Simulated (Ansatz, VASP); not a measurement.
**MgO: VASP beside Ansatz**

```xyz
8
Lattice="3.2362 0.0000 0.0000 -1.6181 2.8026 0.0000 0.0000 0.0000 10.3719" Properties=species:S:1:pos:R:3 pbc="T T T"
Mg    0.0000    1.8684   10.0554
Mg    0.0000    0.0000    2.2903
Mg    0.0000    0.0000    7.4763
Mg    1.6181    0.9342    4.8695
O     0.0000    1.8684    8.0905
O     0.0000    0.0000    5.4934
O     0.0000    0.0000    0.3075
O     1.6181    0.9342    2.9046
```

Alike in both runs: task single point; functional PBE; k mesh 9 × 9 × 4; occupations gaussian, width 0.05 eV; no spin polarisation.

|  | VASP | Ansatz |
| --- | --- | --- |
| version | VASP 6.6.1 | Ansatz 0.2.0 |
| potentials or method | VASP PAW PBE potentials, release 64 (Mg, O) | scalar-relativistic, plane waves, PAW |
| plane-wave cutoff (eV) | 520 | 520 |
| valence electrons in the cell | 32 | 64 |

```tsv
	VASP	Ansatz	Ansatz less VASP
gap on the k mesh at the Fermi level (eV)	3.67	3.69	+0.018
least direct gap on the mesh (eV)	3.67	3.69	+0.018
pressure (GPa)	4.7	5.1	+0.39
largest component of the traceless stress (GPa)	0.13	0.14	+0.012
rms of the force components (eV/Å)	0.006	0.006	+0.0001
```

Atom by atom the forces differ by 0.001 eV/Å (rms over components). The two sets of potentials don't hold the same shells in valence.

Caveats: an odd mesh through Γ misses points on the zone boundary, where band edges often lie.
